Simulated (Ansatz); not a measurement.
**CsCl: band gap under strain**

How does strain move the band edges of CsCl, database structure, and do the functionals agree on it? States: -1.0 % strain along x alone; +5.4 % equal strain in all directions.

The runs shown are made with Ansatz 0.2.0. PAW datasets, plane waves. The values are computed, spin-unpolarised, and not measurements.

## 1. The structure to begin with

The unstrained cell was relaxed with r2SCAN; in each strained cell the atoms were relaxed again with r2SCAN. Names of k-points are those of the unstrained zone, where strain can split equivalent points. First state: -1.0 % strain along x alone.

The symmetry is P4/mmm (No. 123, tetragonal); conventional cell a = 4.137 Å, c = 4.097 Å, 35.06 Å³ an atom. Around Cs lie 8 Cl at 3.57 Å and 2 Cs at 4.10 Å; around Cl lie 8 Cs at 3.57 Å and 2 Cl at 4.10 Å.

The structure in full:

```cif
data_structure
_symmetry_space_group_name_H-M 'P4/mmm'
_symmetry_Int_Tables_number 123
_cell_length_a 4.1368
_cell_length_b 4.1368
_cell_length_c 4.0971
_cell_angle_alpha 90.000
_cell_angle_beta 90.000
_cell_angle_gamma 90.000
_cell_volume 70.12
loop_
_atom_site_label
_atom_site_type_symbol
_atom_site_symmetry_multiplicity
_atom_site_Wyckoff_symbol
_atom_site_fract_x
_atom_site_fract_y
_atom_site_fract_z
_atom_site_occupancy
Cs1 Cs 1 a 0.00000 0.00000 0.00000 1
Cl1 Cl 1 d 0.50000 0.50000 0.50000 1
```

## 2. -1.0 % strain along x alone: PBE

input.yaml reads:

```yaml
crystal:
  lattice:
    - [4.0971191843, 0.0, 0.0]
    - [0.0, 4.136832779, 0.0]
    - [0.0, 0.0, 4.136832779]
  atoms:
    - { symbol: Cs, position: [0.0, 0.0, 0.0] }
    - { symbol: Cl, position: [0.5, 0.5, 0.5] }
kpoints:
  mp_grid: { grid: [6, 6, 6] }
  band_path:
    path: [[0.0, 0.0, 0.0], [0.0, 0.5, 0.0], [0.5, 0.5, 0.0], [0.5, 0.5, 0.5]]
    npoints: 1
hamiltonian:
  xc: pbe
scf:
  occupations: { method: fermi_dirac, width: 0.02 }
  n_extra_bands: 4
output:
  forces: true
  stress: true
  eigenvalues: true
```

Run with:

```console
$ ansatz run input.yaml --threads 4 --pin off --max-ram 5529MiB --backend cpu --events-out ev --progress --plain --runs-dir out
```

The runs that follow: -1.0 % strain along x alone: r2SCAN; -1.0 % strain along x alone: HSE06; +5.4 % equal strain in all directions: PBE; +5.4 % equal strain in all directions: r2SCAN; +5.4 % equal strain in all directions: HSE06.

What does the calculation give?

The runs gave:

Least gap in eV (negative: overlap):

```
                                state   PBE  r2SCAN  HSE06
          -1.0 % strain along x alone  5.25    5.87   6.56
+5.4 % equal strain in all directions  4.58    5.31   5.85
```

In words: Where both were run, the HSE06 gap lies +1.27 to +1.32 eV from PBE's, each on its own k points. In PBE the gap is least under +5.4 % equal strain in all directions (4.58 eV) and largest under -1.0 % strain along x alone (5.25 eV). Spin-orbit coupling is left out of the table, though the cell holds Cs (Z = 55).
